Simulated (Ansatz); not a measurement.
Input for Ansatz (plane-wave DFT, PAW):

```yaml
crystal:
  lattice:
    - [6.3058975141, 0.0, 0.0]
    - [-3.1529487571, 5.4610674409, 0.0]
    - [0.0, 0.0, 21.2461324035]
  atoms:
    - { symbol: H, position: [0.3740114573, 0.2017453483, 0.6839348541] }
    - { symbol: H, position: [0.4245994623, 0.2247792835, 0.6510299091] }
basis:
  ecutwfc: 420
kpoints:
  mp_grid: { grid: [3, 3, 1] }
hamiltonian:
  xc: pbe
  dispersion: d3bj
scf:
  occupations: { method: gaussian, width: 0.05 }
output:
  forces: true
  eigenvalues: true
  write_density: true
  volumetric_format: npy
efield:
  axis: 3
  dipole_correction: true
  ramp_width: 0.04
```

Command:
```bash
ansatz run input.yaml --threads 4 --pin off --max-ram 10240MiB --backend cpu --events-out ev --progress --plain --runs-dir out
```

All numbers below come from Ansatz, DFT PBE+D3(BJ), scalar-relativistic, plane waves, PAW.

Abridged output (iterations and final results):

```
SCF iter   1: F=—  HF=-31.747012 eV  |F-HF|=—  |Δ(HF+E_count)|=         —  Δρ=1.27e-4  dr2=9.15e-5  ethr=1.77e-3  p=0.000 e·Å  D=1.99e-7 V/Å  ΔV_dip= 0.00 eV  dr2_dipole=1.58e-7  V_vac-E_F(+/−)=5.27/5.27 eV  ⟨swp⟩=5.8  Hψ=285  notcnv=0
efield: sawtooth ramp at fractional position 0.1475 (placed from the atoms, in the widest stretch of the axis that holds none; the zero of the levels goes with the place), width 0.0400; the density the first Hamiltonian is built on has a dipole p = 0.000 e·Å; the dipole correction subtracts the counter field D = 1.99e-7 V/Å, which shifts the + side's vacuum level by  0.00 eV against the − side's; the planar-averaged density in the ramp window peaks in size at 4.2e-7 e/Å³
SCF iter   2: F=—  HF=-31.747138 eV  |F-HF|=—  |Δ(HF+E_count)|=   1.27e-4  Δρ=3.80e-5  dr2=8.90e-6  ethr=4.58e-6  p=0.001 e·Å  D=1.40e-4 V/Å  ΔV_dip= 0.00 eV  dr2_dipole=8.27e-8  V_vac-E_F(+/−)=5.28/5.29 eV  ⟨swp⟩=2.0  Hψ=83  notcnv=0
SCF iter   3: F=—  HF=-31.747242 eV  |F-HF|=—  |Δ(HF+E_count)|=   1.04e-4  Δρ=1.00e-5  dr2=4.10e-7  ethr=4.45e-7  p= 0.000 e·Å  D=-6.71e-6 V/Å  ΔV_dip=0.00 eV  dr2_dipole=6.18e-10  V_vac-E_F(+/−)=5.29/5.29 eV  ⟨swp⟩=2.0  Hψ=42  notcnv=0
SCF iter   4: F=-31.747263 eV  HF=-31.747261 eV  |F-HF|=2.59e-6  |Δ(HF+E_count)|=   1.83e-5  Δρ=3.87e-6  dr2=5.20e-8  ethr=2.05e-8  p= 0.000 e·Å  D=-5.07e-6 V/Å  ΔV_dip=0.00 eV  dr2_dipole=1.93e-10  V_vac-E_F(+/−)=5.30/5.29 eV  ⟨swp⟩=2.0  Hψ=34  notcnv=0
SCF iter   5: F=-31.747263 eV  HF=-31.747263 eV  |F-HF|=3.32e-10  |Δ(HF+E_count)|=   2.63e-6  Δρ=6.16e-7  dr2=2.25e-9  ethr=2.60e-9  p=0.000 e·Å  D=2.86e-6 V/Å  ΔV_dip= 0.00 eV  dr2_dipole=3.64e-11  V_vac-E_F(+/−)=5.30/5.30 eV  ⟨swp⟩=2.0  Hψ=30  notcnv=0
SCF iter   6: F=-31.747263 eV  HF=-31.747263 eV  |F-HF|=4.21e-12  |Δ(HF+E_count)|=  1.23e-10  Δρ=3.55e-8  dr2=5.19e-12  ethr=1.12e-10  p=0.000 e·Å  D=2.54e-7 V/Å  ΔV_dip= 0.00 eV  dr2_dipole=2.94e-15  V_vac-E_F(+/−)=5.30/5.30 eV  ⟨swp⟩=4.8  Hψ=179  notcnv=0
SCF 1 converged in 6 iterations: F = -31.747263 eV  dr2 = 5.19e-12
SCF converged after 6 iterations
Free energy (F): -31.747263 eV
Harris-Foulkes:  -31.747263 eV  (|F-HF|=4.21e-12)
Internal energy: -31.747263 eV  (E = F + TS)
E sigma→0 (E₀):  -31.747263 eV
Fermi energy:    -5.258751 eV
Dipole field:    D = 0.000000 V/Å  (p = 0.000001 e·Å, saw-weighted, corrected)
Work function:   Φ+ = 5.3004 eV   Φ− = 5.3004 eV
Levels:          The Fermi level and band energies are counted from a zero that moves with the ramp; work functions are not
--- Per-component energies (eV) ---
  E_band       = -20.517427
  E_kinetic    = 26.724987
  E_local      = -96.546336  (includes V_loc(G=0)·N_el)
  E_nonlocal   = 3.372060
  E_hartree    = 34.917024
  E_xc         = -17.505918
  E_vxc        = -22.491637  (∫ρ·V_xc dr)
  E_paw        = -1.137939  (= ΣΔE_a)
  E_vpaw       = -1.408013  (= ΣTr[D̂ρ^β])
  E_aug_tail   = -0.002524  (compensation charges beyond the density's cutoff)
  E_efield     = 0.000000  (sawtooth field / dipole correction)
  E_vefield    = 0.000000  (∫n·V_field dr)
  E_ewald      = 18.434291
  E_disp       = -0.002908  (pairwise vdW)
  E_smearing   =  0.000000  (= −TS)
--- Forces (eV/Å), atoms counted from 1 ---
  atom   1  H      0.01685765     0.00860656    -0.04943529
  atom   2  H     -0.01685658    -0.00860602     0.04943346
--- Band table (eV; the first three rows and the last of 5) ---
  k-point 0: bands = ["-10.2622", "-0.2607", "-0.1463", "0.2157", "0.7342"]
  k-point 1: bands = ["-10.2587", "0.0912", "0.3042", "0.7296", "1.1740"]
  k-point 2: bands = ["-10.2587", "0.0318", "0.3418", "0.7269", "1.1739"]
  k-point 4: bands = ["-10.2587", "0.0834", "0.3095", "0.7293", "1.1739"]
```

Self-consistency was reached.

The run took 1 s on 4 threads of Arm Neoverse V2 (shared host), peak memory 0.57 GiB.